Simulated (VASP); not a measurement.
The system is Si.

```
CELL_PARAMETERS angstrom
0.00000 2.72185 2.72185
2.72185 0.00000 2.72185
2.72185 2.72185 0.00000
ATOMIC_POSITIONS crystal
Si 0.50000 0.50000 0.50000
Si 0.75000 0.75000 0.75000
```

Base run:

```yaml
Program: VASP 6.6.1
Functional: PBE
Potentials_or_basis: VASP PAW PBE potentials, release 64 (Si)
Cutoff: 520 eV
k_mesh: 5 × 5 × 5
Occupations: fermi-dirac, width 0.03 eV
Spin: no spin polarisation
```

Its results: band gap on the k mesh 0.59 eV, indirect (least direct gap 2.56 eV); pressure 1.5 GPa.

**Question.** The run is repeated on the same cell with these changes: k mesh from 5 × 5 × 5 to 3 × 3 × 3; further incar settings from ALGO = Fast; EDIFF = 1e-06; NBANDS = 11 to ALGO = Normal; EDIFF = 1e-06; NBANDS = 11. What comes out?

**Answer.** Band gap on the k mesh 0.70 eV, indirect (least direct gap 2.52 eV); pressure 3.2 GPa.

Caveats: some runs use coarse meshes; an odd mesh through Γ misses points on the zone boundary, where band edges often lie.

Not every run made on this cell is shown here.
